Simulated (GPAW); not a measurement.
# As (Cmce) in GPAW: band structure with r2SCAN

Aim: the band structure of As with r2SCAN.

All numbers are computed with GPAW 26.7.0; they aren't measurements. Logs are shortened: lines on timing, memory, paths and dates and some standing lists are left out, and cuts for length are marked. The log counts tension as positive stress, the text compression.

## 1. The crystal as given

It takes space group Cmce (No. 64, orthorhombic). The conventional cell has a = 3.650 Å, b = 11.000 Å, c = 4.470 Å, α = 90.00°, β = 90.00°, γ = 90.00°. As (site symmetry m) has 3 As at 2.48 to 2.49 Å as nearest neighbours.

This isn't the form of As at room conditions, which is rhombohedral.

## 2. Band structure, r2SCAN

File run.py:

```python
from ase import Atoms
from ase.dft.bandgap import bandgap
from ase.io import write
from ase.units import GPa
from gpaw import GPAW, PW

atoms = Atoms(['As', 'As', 'As', 'As'],
              cell=[[1.825, -5.5, 0.0],
                    [1.825, 5.5, 0.0],
                    [0.0, 0.0, 4.47]],
              scaled_positions=[[0.39, 0.61, 0.56],
                                [0.89, 0.11, 0.94],
                                [0.61, 0.39, 0.44],
                                [0.11, 0.89, 0.06]],
              pbc=True)

calc = GPAW(mode=PW(600),
            xc='MGGA_X_R2SCAN+MGGA_C_R2SCAN',
            kpts={'size': (6, 6, 5), 'gamma': True},
            occupations={'name': 'fermi-dirac', 'width': 0.05},
            nbands=21,
            convergence={'density': 1e-05, 'energy': 1e-05},
            maxiter=150,
            txt='gpaw.txt')
atoms.calc = calc
energy = atoms.get_potential_energy()
forces = atoms.get_forces()
stress = atoms.get_stress()
calc.write('gs.gpw')
write('result.traj', atoms)
print(f'Energy: {energy:.6f} eV')
print('Forces (eV/A):')
print(forces.round(4))
print('Stress (GPa):', (stress / GPa).round(3))
print('Fermi level:', round(calc.get_fermi_level(), 4), 'eV')
print(f'Gap: {bandgap(calc)[0]:.4f} eV, direct: {bandgap(calc, direct=True)[0]:.4f} eV')

path = atoms.cell.bandpath('GXSRAZGYX1A1TY,ZT', npoints=60, eps=1e-4)
bs_calc = calc.fixed_density(kpts=path, symmetry='off', nbands=37,
                             convergence={'bands': 'CBM+6.0', 'eigenstates': 1e-6}, txt='bands.txt')
bs = bs_calc.band_structure()
bs.write('bs.json')
print(f'Gap on the path: {bandgap(bs_calc)[0]:.4f} eV')
```

Potentials or basis: GPAW PAW data sets (gpaw-data 1.2.1), pw.

On the command line:

```console
$ OMP_NUM_THREADS=1 python run.py
```

gpaw.txt:

```text
__  _  _
 | _ |_)|_||  |
 |__||  | ||/\| - 26.7.0

Input parameters:
  mode=PW(ecut=600.0),
  convergence={'density': 1e-05, 'energy': 1e-05},
  kpts=MonkhorstPack(size=(6, 6, 5), gamma=True),
  maxiter=150,
  nbands=21,
  occupations=Occupations(name='fermi-dirac', width=0.05),
  xc=XC(name='MGGA_X_R2SCAN+MGGA_C_R2SCAN')

Diagonalizing LCAO Hamiltonian
Converting LCAO to pw mode

           As
       As    As
         As

Atoms  # Å, Bohr magnetons
|   | symbol |        x |         y |        z |    initial magnetic moments |
|---|--------|----------|-----------|----------|-----------------------------|
| 0 |     As | 1.825000 |  1.210000 | 2.503200 | ( 0.0000,  0.0000,  0.0000) |
| 1 |     As | 1.825000 | -4.290000 | 4.201800 | ( 0.0000,  0.0000,  0.0000) |
| 2 |     As | 1.825000 | -1.210000 | 1.966800 | ( 0.0000,  0.0000,  0.0000) |
| 3 |     As | 1.825000 |  4.290000 | 0.268200 | ( 0.0000,  0.0000,  0.0000) |

Unit cell  # Å
| periodic |        x |         y |        z |  lengths |     angles |
|----------|----------|-----------|----------|----------|------------|
|      yes | 1.825000 | -5.500000 | 0.000000 | 5.794879 |  90.000000 |
|      yes | 1.825000 |  5.500000 | 0.000000 | 5.794879 |  90.000000 |
|      yes | 0.000000 |  0.000000 | 4.470000 | 4.470000 | 143.286435 |

Number of symmetries: 4
Symmetry operations  # r_c * U_cc + t_c -> r_c
|   | kind |            matrix            |
|---|------|------------------------------|
| 0 |  E   |  1, 0, 0,  0, 1, 0,  0, 0, 1 |
| 1 |  C2  |  0, 1, 0,  1, 0, 0,  0, 0,-1 |
| 2 |  σ   |  0,-1, 0, -1, 0, 0,  0, 0, 1 |
| 3 |  i   | -1, 0, 0,  0,-1, 0,  0, 0,-1 |

BZ-sampling:
  Number of BZ points: 180
  Number of IBZ points: 55

  Monkhorst-Pack size: [6, 6, 5]
  Monkhorst-Pack shift: [0.08333333333333333, 0.08333333333333333, 0.0]

K-points  # in reciprocal-cell coordinates
|     |                                coordinates |     weight |
|-----|--------------------------------------------|------------|
|   0 | (  0.00000000,   0.00000000,   0.00000000) | 0.00555556 |
|   1 | (  0.00000000,   0.00000000,   0.20000000) | 0.01111111 |
|   2 | (  0.00000000,   0.00000000,   0.40000000) | 0.01111111 |
|   3 | (  0.16666667,  -0.16666667,  -0.40000000) | 0.01111111 |
|   4 | (  0.16666667,  -0.16666667,  -0.20000000) | 0.01111111 |
|   5 | (  0.16666667,  -0.16666667,   0.00000000) | 0.01111111 |
|   6 | (  0.16666667,  -0.16666667,   0.20000000) | 0.01111111 |
|   7 | (  0.16666667,  -0.16666667,   0.40000000) | 0.01111111 |
|   8 | (  0.16666667,   0.00000000,  -0.40000000) | 0.02222222 |
|   9 | (  0.16666667,   0.00000000,  -0.20000000) | 0.02222222 |
| ... |                                            |            |
|  54 | (  0.50000000,   0.50000000,   0.40000000) | 0.01111111 |

Plane wave coefficients: 3023
Cutoff: 600.0 eV

Spin-components: 1 (collinear spins)
Bands:           21
Projectors:      20
Spin-degeneracy: 2
Datatype:        complex128

Parallelization:
  kpt:    1
  domain: 1
  band:   1

Density:
  Valence electrons: 20.0
  Components: 1
  Grid points: [35 35 27]
  Charge: 0.0  # |e|

Potential:
  Grid points: [35 35 27]

species:
  As:
    name:    Arsenic
    Z:       33.0
    valence: 5
    core:    28
    charge:  0.0  # [|e|]
    compensation charges:
      type: gauss
      rc: 0.33  # [Å]
      lmax: 2
    cutoffs:
      filter: 1.87  # [Å]
      core: 2.96  # [Å]
    projectors
    | kind |    occ | energy [eV] | rcut [Å] |
    |------|--------|-------------|----------|
    |   4s |  2.000 |     -14.487 |    1.058 |
    |   4p |  3.000 |      -5.196 |    1.058 |
    |    s |        |      12.725 |    1.058 |
    |    p |        |      22.016 |    1.058 |
    |    d |        |       0.000 |    1.058 |

    Using partial waves for As as LCAO basis

Reference energy: -246011.894401  # eV

eigensolver:
  PPCG
  Converge bands: occupied
  niter=2

density mixing:
  MSR1-Mixer
  Pratt-step length: 0.05
  Maximum mixing coefficient: 0.75
  Old densities: 10
  SVD Regularization: 0.005
  Good broyden scale: 1.0
  Trust region scale: 1.0
  Backstep threshold: 4.0
  History deletion threshold: 6.0
  Fourier metric: weight=20.0, sigma=0.015

occupation numbers:
  Fermi-Dirac:
    width: 0.0500  # eV

poisson solver:
  ecut: 4800.0  # eV

xc functional:
  name: MGGA_X_R2SCAN+MGGA_C_R2SCAN with 2 nearest neighbor stencil

convergence criteria:
[... 6 lines left out ...]
|iter     | |      energy | eigst |  dens |
|---------|-|-------------|-------|-------|
|iter:   1| |  -55.693995 | -0.63 |       |
|iter:   2| |  -52.486720 | -1.74 | -1.13 |
|iter:   3| |-149668.281493 | +4.28 | -1.10 |
|iter:   4| |  -40.145956 | +2.20 | +1.72 |
|iter:   5| |  -52.554334 | +0.36 | -0.88 |
|iter:   6| |  -52.588616 | -1.44 | -1.42 |
|iter:   7| |  -52.587955 | -3.17 | -1.68 |
|iter:   8| |  -52.584415 | -3.47 | -1.81 |
|iter:   9| |  -52.584789 | -5.37 | -2.62 |
|iter:  10| |  -52.584834 | -5.84 | -2.88 |
|iter:  11| |  -52.584847c| -6.00 | -3.22 |
|iter:  12| |  -52.584847c| -7.47c| -3.81 |
|iter:  13| |  -52.584846c| -7.99c| -4.15 |
|iter:  14| |  -52.584846c| -7.77c| -4.30 |
|iter:  15| |  -52.584846c| -8.18c| -4.79 |
|iter:  16| |  -52.584846c| -9.33c| -6.00c|

Converged in 16 steps
Energy contributions relative to reference atoms: (reference = -246011.894401)

Energy contributions:
  Kinetic:          30.607366
  Coulomb:         -28.951805
  Zero:             -0.452719
  External:          0.000000
  Xc:              -53.786733
  Entropy:          -0.001910
  Spinorbit:         0.000000
  ----------------------------
  Free energy:     -52.585801
  Extrapolated:    -52.584846

dipole moment: (-0.000017, -0.000000, -0.000021)  # |e|*Ang

Fermi level: 6.226
Eigenvalues  # (at kpt = [0.000, 0.000, 0.000])
| band index |      eig [eV] | occ [0-2] |
|------------|---------------|-----------|
|          0 |        -9.309 |     2.000 |
|        ... |               |           |
|          2 |        -3.638 |     2.000 |
|          3 |        -0.168 |     2.000 |
|          4 |        -0.028 |     2.000 |
|          5 |         1.652 |     2.000 |
|          6 |         2.887 |     2.000 |
|          7 |         3.775 |     2.000 |
[... 8 lines left out ...]
|         16 |        13.706 |     0.000 |
|         17 |        13.862 |     0.000 |
|        ... |               |           |
|         20 |        15.423 |     0.000 |

No gap
No difference between direct/indirect transitions

Forces  # eV/Ang
|        x |        y |        z |
|----------|----------|----------|
|  0.00000 | -0.15306 |  0.36594 |  # As   0
|  0.00000 | -0.15306 | -0.36594 |  # As   1
|  0.00000 |  0.15306 | -0.36594 |  # As   2
| -0.00000 |  0.15306 |  0.36594 |  # As   3

Stress tensor  # eV/Ang^3
|         x |         y |         z |
|-----------|-----------|-----------|
| -0.014318 |  0.000000 |  0.000000 |
|  0.000000 | -0.005578 | -0.000000 |
|  0.000000 | -0.000000 | -0.005349 |

# Writing to gs.gpw (mode='')
```

Wall time 9.3 min (1 thread of Arm Neoverse V2, shared host); peak memory 0.45 GiB.

Results:

```
Free energy             : -52.5858 eV
Pressure                : 1.3 GPa
Largest force           : 0.397 eV/Å
Band gap along the path : none (metal or under the smearing width)
```

Forces in eV/Å, atoms in the order of the input:
```
As   0.000 -0.153  0.366
As   0.000 -0.153 -0.366
As   0.000  0.153 -0.366
As   0.000  0.153  0.366
```

Stress tensor (GPa, compression positive):
```
2.29 0.00 0.00
0.00 0.89 0.00
0.00 0.00 0.86
```

Levels at the corners of the path, in eV from the Fermi level:
```csv
point,band 7,band 8,band 9,band 10,band 11,band 12,band 13,band 14
Γ,-3.34,-2.45,-2.11,-1.24,2.01,2.24,2.62,3.43
X,-3.03,-2.97,-2.45,-2.11,0.75,0.77,0.82,2.01
S,-2.78,-2.78,-2.55,-2.55,0.96,0.96,1.17,1.17
R,-4.94,-4.94,-2.06,-2.06,2.16,2.16,4.77,4.77
A,-4.25,-4.25,-2.12,-2.12,2.40,2.40,4.67,4.67
Z,-2.26,-2.26,-0.70,-0.70,1.13,1.13,2.11,2.11
Γ,-3.34,-2.45,-2.11,-1.24,2.01,2.24,2.62,3.43
Y,-3.70,-1.88,-1.51,-0.29,0.00,2.12,2.57,3.05
X1,-3.03,-2.97,-2.45,-2.11,0.75,0.77,0.82,2.01
A1,-4.25,-4.25,-2.12,-2.12,2.40,2.40,4.67,4.67
T,-2.13,-2.13,-1.18,-1.18,1.56,1.56,1.93,1.93
Y,-3.70,-1.88,-1.51,-0.29,0.00,2.12,2.57,3.05
Z,-2.26,-2.26,-0.70,-0.70,1.13,1.13,2.11,2.11
T,-2.13,-2.13,-1.18,-1.18,1.56,1.56,1.93,1.93
```

Caveat: the PAW data sets were made with another functional, which shifts forces and pressure a little; the program warned that so skewed a cell can give wrong results.

## 3. For comparison

An earlier run on the cell as given: functional PBE; potentials or basis GPAW PAW data sets (gpaw-data 1.2.1); cutoff 600 eV; basis pw; k mesh 8 × 8 × 6; occupations fermi-dirac, width 0.05 eV; no spin polarisation.

- Pressure: 3.2 GPa
- Largest force: 0.160 eV/Å
- Band gap on the k mesh: 0.06 eV, indirect (least direct gap 0.14 eV)
